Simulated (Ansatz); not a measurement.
Crystal: ZnS (Wurtzite-6H).

```
Zn S
1.0
     3.81200    0.00000    0.00000
    -1.90600    3.30129    0.00000
     0.00000    0.00000   18.68999
Zn S
6 6
Direct
  0.33333 0.66667 0.83333
  0.66667 0.33333 0.33333
  0.66667 0.33333 0.66667
  0.33333 0.66667 0.16667
  0.00000 0.00000 0.50000
  0.00000 0.00000 0.00000
  0.33333 0.66667 0.95833
  0.66667 0.33333 0.45833
  0.66667 0.33333 0.79167
  0.33333 0.66667 0.29167
  0.00000 0.00000 0.62500
  0.00000 0.00000 0.12500
```

Base run:

- Program: Ansatz 0.2.0
- Functional: LDA
- Potentials or basis: Ansatz PAW
- Cutoff: 420 eV
- Density cutoff: 1680 eV
- k mesh: 8 × 8 × 2
- Occupations: fermi-dirac, width 0.05 eV
- Spin: no spin polarisation

Its results: band gap on the k mesh 1.91 eV, direct; pressure -4.1 GPa; largest force 0.028 eV/Å.

**Question.** After a change of settings the same cell gave: band gap on the k mesh 2.14 eV, direct; pressure 6.0 GPa; largest force 0.038 eV/Å. Which change was it?
A. functional from LDA to PBEsol
B. functional from LDA to revPBE
C. functional from LDA to BLYP
D. functional from LDA to PBE

**Answer.** C.

BLYP binds less tightly than LDA, so the same cell stands under more pressure.

Caveats: the cell's inner coordinates are idealised or old, which leaves forces on the atoms; the PAW data sets come from PBE, with cores solved anew for the run's functional, which leaves a small shift of forces and pressure; the potentials were made for another functional, which shifts forces and pressure (some runs).

Not every run made on this cell is shown here.
